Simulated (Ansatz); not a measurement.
Consider the substitution at a C–B bond: `BC(C)C` + tert-butanol → `CC(C)OC(C)(C)C` + BH₃.

Calculated with Ansatz (gas phase, PBE0-D4/def2-TZVP geometries, no zero-point term in ΔE). CCSD(T)/CBS is the MP2 limit (def2-TZVPP, def2-QZVPP) plus CCSD(T) − MP2 in def2-TZVPP, frozen cores. This one scheme is used for every species. Functionals use def2-TZVPP. HSE06 is defined as in plane-wave codes. One conformer a species, not always the lowest.

`BC(C)C`:

Z-matrix (Å, degrees):
```
C
C 1 1.524
C 1 1.524 2 112.3
B 1 1.546 2 116.9 3 139.3
H 1 1.119 2 107.1 3 -117.3
H 2 1.094 1 111.6 3 55.6
H 2 1.094 1 110.4 3 -63.6
H 2 1.092 1 111.7 3 176.8
H 3 1.092 1 111.7 2 -176.9
H 3 1.094 1 110.4 2 63.6
H 3 1.094 1 111.6 2 -55.6
H 4 1.199 1 120.5 2 -161.9
H 4 1.199 1 120.5 2 24.5
```

`CC(C)(C)O`:

Cartesian coordinates in Å:
```
C 0.390 -0.911 -1.046
C -0.074 -0.141 0.183
C 1.110 0.454 0.923
C -1.067 0.946 -0.205
O -0.681 -1.038 1.111
H 1.076 -1.708 -0.754
H -0.463 -1.363 -1.563
H 0.899 -0.255 -1.756
H 1.800 -0.336 1.226
H 0.771 0.975 1.821
H 1.647 1.162 0.289
H -0.615 1.673 -0.883
H -1.419 1.471 0.685
H -1.935 0.513 -0.714
H -1.441 -1.441 0.682
```

`CC(C)OC(C)(C)C`:

Z-matrix (Å, degrees):
```
C
C 1 1.517
H 1 1.092 2 110.8
H 1 1.093 2 111.0 3 -120.7
H 1 1.093 2 109.9 3 119.4
O 2 1.419 1 108.8 3 -61.0
C 2 1.517 1 112.0 3 178.7
H 2 1.096 1 108.6 3 58.7
C 6 1.426 2 118.5 1 118.8
H 7 1.093 2 111.0 1 -58.0
H 7 1.093 2 109.9 1 61.9
H 7 1.092 2 110.8 1 -178.7
C 9 1.525 6 111.1 2 61.9
C 9 1.525 6 111.1 2 -61.9
C 9 1.519 6 103.9 2 -180.0
H 13 1.092 9 110.3 6 175.7
H 13 1.093 9 111.9 6 -64.7
H 13 1.092 9 110.2 6 56.1
H 14 1.092 9 110.2 6 -56.1
H 14 1.092 9 110.3 6 -175.7
H 14 1.092 9 111.9 6 64.7
H 15 1.092 9 110.1 6 59.7
H 15 1.092 9 110.1 6 -59.7
H 15 1.092 9 110.8 6 -180.0
```

BH₃:

Cartesian coordinates in Å:
```
B 0.000 0.000 0.000
H -0.559 -0.516 0.919
H 1.042 -0.436 -0.385
H -0.483 0.952 -0.534
```

Q: Is it downhill or uphill in electronic energy at CCSD(T)/CBS, and by how much? (Best estimate.)

A: Computed: Uphill: ΔE = +66.4 kJ/mol.

Q: What do these levels give: B97M-V, PBE, BLYP, HSE06, HF/def2-SVP, HF/def2-QZVPP? (An estimate is asked.)

A: The calculation gave: B97M-V 68.7, PBE 83.4, BLYP 78.8, HSE06 81.5, HF/def2-SVP 58.9, HF/def2-QZVPP 65.0 kJ/mol.

Largest T1 diagnostic among the species: 0.010.

Leaving LDA and LC-ωPBE aside and taking each functional with its dispersion term where it has one, the values, not all of them listed here, spread over 13.1 kJ/mol, from BHLYP-D4 to PBE-D4. LDA lies −7.8 kJ/mol from PBE without D4. From BLYP to BHLYP (50 % exact exchange), in def2-TZVPP and without D4, ΔE moves by −7.7 kJ/mol.
